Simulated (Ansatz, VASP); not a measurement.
# One calculation of Pd, two programs

```
Pd
1.0
    -1.50015    1.50015    1.50015
     1.50015   -1.50015    1.50015
     1.50015    1.50015   -1.50015
Pd
1
Direct
  0.00000 0.00000 0.00000
```

Alike in both runs: task single point; functional PBEsol; k mesh 16 × 16 × 16; occupations fermi-dirac, width 0.05 eV; collinear spin.

```csv
,VASP,Ansatz
version,VASP 6.6.1,Ansatz 0.2.0
potentials or method,"VASP PAW PBE potentials, release 64 (Pd)","plane waves (420 eV) with PAW, scalar-relativistic"
plane-wave cutoff (eV),520,420
valence electrons in the cell,10,18
```

Ansatz gave:

| Property | Result |
| --- | --- |
| pressure (GPa) | 20.8 |
| net moment per atom (μB) | 0.00 |

**Question.** Which values does VASP return?

**Answer.** Pressure (GPa): 20.3; net moment per atom (μB): 0.00.

The two sets of potentials don't hold the same shells in valence. Ansatz warned: «pseudo_functional_mismatch».

Caveats: so large a pressure means that the cell lies far from this level's equilibrium, or that cutoff or potentials fall short (VASP); the potentials were made for another functional, which shifts forces and pressure (VASP).
